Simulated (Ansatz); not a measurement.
A 2-atom cell of CuI started from a crystallographic database at its r2SCAN geometry, in Ansatz 0.2.0. The base run uses PBEsol on a modest mesh; each further run changes one setting, sensibly or not. Doubtful ones may also carry a cap on iterations. All numbers are computed, and spin polarisation is off unless an edit sets a moment.

Base input:
```yaml
crystal:
  lattice:
    - [0.0, 3.012042905, 3.012042905]
    - [3.012042905, 0.0, 3.012042905]
    - [3.012042905, 3.012042905, 0.0]
  atoms:
    - { symbol: Cu, position: [0.25, 0.25, 0.25] }
    - { symbol: I, position: [0.0, 0.0, 0.0] }
kpoints:
  mp_grid: { grid: [6, 6, 6] }
hamiltonian:
  xc: pbesol
scf:
  occupations: { method: fixed }
  n_extra_bands: 4
output:
  forces: true
  stress: true
  eigenvalues: true
```

Base results:
```
Basis set: ecut = 420 eV, 1067 PW (Γ)
Symmetry: 24 space group operations
Space group: F-43m (ITA 216)
k-points: 16 of 216 (time reversal used)
SCF converged after 6 iterations
Free energy (F): -14021.272782 eV
Fermi energy:    8.287106 eV
--- Stress (GPa, compression-positive) ---
       -1.854969       0.000000       0.000000
        0.000000      -1.854969       0.000000
        0.000000       0.000000      -1.854969
  P = ⅓ Tr σ = -1.8550 GPa (-18.550 kbar)
--- Band table (eV; the first three rows and the last of 16) ---
  k-point 0: bands = […, 4.5426, 6.3351, 6.3351, 8.2871, 8.2871, 8.2871, 9.3430, 13.1032, 13.1032, 13.1032]
  k-point 1: bands = […, 4.5533, 6.3255, 6.3255, 7.3650, 8.0821, 8.0821, 10.3005, 13.0962, 13.4618, 13.4618]
  k-point 2: bands = […, 4.5672, 6.3365, 6.3365, 6.6430, 7.7169, 7.7169, 10.4616, 13.7201, 13.7201, 14.6574]
  k-point 15: bands = […, 4.3666, 6.2788, 6.2869, 6.4203, 6.6209, 6.9119, 12.0311, 12.1821, 15.3489, 15.4072]
```
The gap over this mesh is 1.056 eV.

Command: `ansatz run input.yaml --threads 4 --pin off --max-ram 3686MiB --backend cpu --events-out ev --progress --plain --runs-dir out`. It took 1.1 s on 4 threads of Arm Neoverse N1 (shared host); peak host memory 0.34 GiB.

**Question.** These lines are set or replaced. What follows?
```yaml
scf:
  mixing: { preconditioner: resta }
```

**Answer.** It converges in 8 iterations against the base's 6. This key steers the way to the solution, not the solution: the results stay as they were.

One of the further runs printed
```
SCF converged after 6 iterations
Free energy (F): -14021.236996 eV
Fermi energy:    8.298851 eV
--- Stress (GPa, compression-positive) ---
       -1.593240       0.000000       0.000000
        0.000000      -1.593240       0.000000
        0.000000       0.000000      -1.593240
  P = ⅓ Tr σ = -1.5932 GPa (-15.932 kbar)
--- Band table (eV; the first three rows and the last of 8) ---
  k-point 0: bands = […, 4.5540, 6.3408, 6.3408, 8.2989, 8.2989, 8.2989, 9.3513, 13.1079, 13.1079, 13.1079]
  k-point 1: bands = […, 4.5732, 6.3309, 6.3309, 6.9471, 7.9055, 7.9055, 10.5020, 13.6777, 13.6777, 13.7205]
  k-point 2: bands = […, 4.5817, 6.3700, 6.3700, 6.4158, 7.5494, 7.5494, 10.3743, 13.6535, 13.6535, 15.5577]
  k-point 7: bands = […, 4.3546, 6.2769, 6.2776, 6.4265, 6.6057, 6.9595, 12.8348, 12.8546, 14.2484, 14.5797]
```

**Question.** Which setting had been changed?
A. kpoints.mp_grid.grid: [4, 4, 4]
B. basis.ecutwfc: 900
C. scf.mixing.beta: 0.05
D. scf.occupations: gaussian 0.2

**Answer.** A. The free energy moves by +17.9 meV an atom, the mean stress by +0.26 GPa and the gap on the mesh by -0.003 eV (to 1.052). The mesh is too coarse.

**Question.** Predict the outcome of this edit.
```yaml
hamiltonian:
  xc: pw91
```

**Answer.** It is rejected at once.
```
Error: YAML parse error: line 12 column 7: hamiltonian.xc: unknown variant `pw91`, expected one of […]
```

**Question.** What happens with this change?
```yaml
scf:
  n_extra_bands: 1
```

**Answer.** Energy, stress and gap stay within 1 meV an atom, 0.1 GPa and 0.005 eV of the base. Empty bands don't enter the energy of an insulator with fixed occupations.

**Question.** Predict the outcome of this edit.
```yaml
scf:
  occupations: { method: tetrahedron }
```

**Answer.** Energy, stress and gap stay within 1 meV an atom, 0.1 GPa and 0.005 eV of the base.

One of the further runs printed
```
SCF converged after 8 iterations
Free energy (F): -14159.644053 eV
Fermi energy:    8.252593 eV
--- Stress (GPa, compression-positive) ---
       -0.009295       0.000000       0.000000
        0.000000      -0.009295       0.000000
        0.000000       0.000000      -0.009295
  P = ⅓ Tr σ = -0.0093 GPa (-0.093 kbar)
--- Band table (eV; the first three rows and the last of 16) ---
  k-point 0: bands = […, 4.3617, 6.3383, 6.3383, 8.2526, 8.2526, 8.2526, 9.9190, 13.4924, 13.4924, 13.4924]
  k-point 1: bands = […, 4.3706, 6.3290, 6.3290, 7.3927, 8.0504, 8.0504, 10.8074, 13.5011, 13.8577, 13.8577]
  k-point 2: bands = […, 4.3814, 6.3405, 6.3405, 6.6488, 7.6871, 7.6871, 10.9285, 14.0964, 14.0964, 15.1358]
  k-point 15: bands = […, 4.1530, 6.2797, 6.2880, 6.4309, 6.6180, 6.9063, 12.3415, 12.5341, 15.8681, 15.8739]
```

**Question.** Which setting had been changed?
A. basis.xc_grid: 1
B. scf.occupations: gaussian 0.2
C. basis.ecutwfc: 900
D. hamiltonian.xc: r2scan

**Answer.** D. The cutoff follows the functional, from 420 to 500 eV. The mean stress moves by +1.85 GPa and the gap on the mesh by +0.610 eV (to 1.666). It's another functional on the same cell, so totals aren't comparable.

Spin-orbit coupling is left out, which matters wherever the heavy atoms make up the band edges.
